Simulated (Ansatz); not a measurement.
Crystal: MoS2.

```
CELL_PARAMETERS angstrom
3.16900 0.00000 0.00000
-1.58450 2.74443 0.00000
0.00000 0.00000 12.32400
ATOMIC_POSITIONS crystal
Mo 0.66667 0.33333 0.75000
Mo 0.33333 0.66667 0.25000
S 0.66667 0.33333 0.37700
S 0.33333 0.66667 0.87700
S 0.66667 0.33333 0.12300
S 0.33333 0.66667 0.62300
```

Base run:

* Program: Ansatz 0.2.0
* Functional: LDA
* Potentials or basis: Ansatz PAW
* Cutoff: 420 eV (not typed: the program's choice for these potentials)
* k mesh: 7 × 7 × 3
* Occupations: fermi-dirac, width 0.05 eV
* Spin: spin-orbit coupling, no magnetisation

Its results: band gap on the k mesh 0.92 eV, indirect (least direct gap 2.01 eV); pressure -5.7 GPa; largest force 0.480 eV/Å.

Q: After a change of settings the same cell gave: band gap on the k mesh 0.99 eV, indirect (least direct gap 2.02 eV); pressure 2.0 GPa; largest force 0.064 eV/Å. Which change was it?
A. k mesh from 7 × 7 × 3 to 10 × 10 × 3; spin from spin-orbit coupling, no magnetisation to no spin polarisation; potential files from those of the base run to others of the same set
B. functional from LDA to PBE
C. functional from LDA to r2SCAN; cutoff from 420 eV (not typed: the program's choice for these potentials) to 500 eV (not typed: the program's choice for these potentials)

A: B.

PBE binds less tightly than LDA, so the same cell stands under more pressure.

Caveats: the k mesh misses the band edges, so the gap on the mesh is wider than the one along the path; the PAW data sets come from PBE, with cores solved anew for the run's functional, which leaves a small shift of forces and pressure (some runs); this functional lacks dispersion, which binds the layers, so the pressure and a relaxed spacing across them are unreliable (some runs).
